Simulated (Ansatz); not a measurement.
Pb, 1 atom in the cell. It takes space group Fm-3m (No. 225, cubic). Conventional cell: a = 4.950 Å, b = 4.950 Å, c = 4.950 Å, α = 90.00°, β = 90.00°, γ = 90.00°. Pb (site symmetry m-3m) has 12 Pb at 3.50 Å as nearest neighbours. 

* Program: Ansatz 0.2.0
* Task: elastic constants
* Functional: PBE
* Potentials or basis: Ansatz PAW
* Cutoff: 420 eV (not typed: the program's choice for these potentials)
* k mesh: 8 × 8 × 8
* Occupations: fermi-dirac, width 0.05 eV
* Spin: no spin polarisation
* Atoms under strain: relaxed

Potentials or basis: Ansatz PAW.

Launch:

```bash
$ ansatz run input.yaml --threads 2 --pin off --max-ram 5120MiB --backend cpu --events-out ev --progress --plain --runs-dir out
```

Hardware: 2 threads of Arm Neoverse V1 (shared host).

Problem. How long does it take, and how much memory?

Solution. Wall time 4 s on 2 threads of Arm Neoverse V1 (shared host), peak memory 0.32 GiB. Counts: scf iterations 30, plane waves 609, k points 29, bands 11.
